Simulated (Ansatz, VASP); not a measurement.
**Two plane-wave programs on Sb**

```
Sb
1.0
    -4.03001    4.03001    2.02549
     4.03001   -4.03001    2.02549
     4.03001    4.03001   -2.02549
Sb
4
Direct
  0.65126 0.15126 0.80253
  0.15126 0.34874 0.50000
  0.34874 0.84874 0.19747
  0.84874 0.65126 0.50000
```

This isn't the form of Sb at room conditions, which is rhombohedral.

Alike in both runs: task single point; functional r2SCAN; k mesh 4 × 4 × 4; occupations fermi-dirac, width 0.05 eV; no spin polarisation.

|  | VASP | Ansatz |
| --- | --- | --- |
| version | VASP 6.6.1 | Ansatz 0.2.0 |
| potentials or method | VASP PAW PBE potentials, release 64 (Sb) | Ansatz PAW |
| plane-wave cutoff (eV) | 520 | 500 |
| valence electrons in the cell | 20 | 60 |

|  | VASP | Ansatz | Ansatz less VASP |
| --- | --- | --- | --- |
| gap on the k mesh at the Fermi level (eV) | none | none | - |
| pressure (GPa) | 0.4 | 0.4 | 0.00 |
| largest component of the traceless stress (GPa) | 1.11 | 1.09 | -0.018 |
| rms of the force components (eV/Å) | 0.088 | 0.095 | +0.0073 |

Atom by atom the forces differ by 0.007 eV/Å (rms over components). A gap of «none» marks a metal or a gap that the smearing closes. The two sets of potentials don't hold the same shells in valence.

Caveats: the k mesh is coarse (spacing up to 0.43 Å⁻¹), so the values aren't converged (VASP); the PAW data sets were made with another functional, which shifts forces and pressure a little (VASP); the k mesh is coarse (spacing up to 0.43 Å⁻¹), so the values aren't converged, least of all with exact exchange (Ansatz); the PAW data sets come from PBE, with cores solved anew for the run's functional, which leaves a small shift of forces and pressure (Ansatz). Spin-orbit coupling is left out, which matters for the levels of Sb.
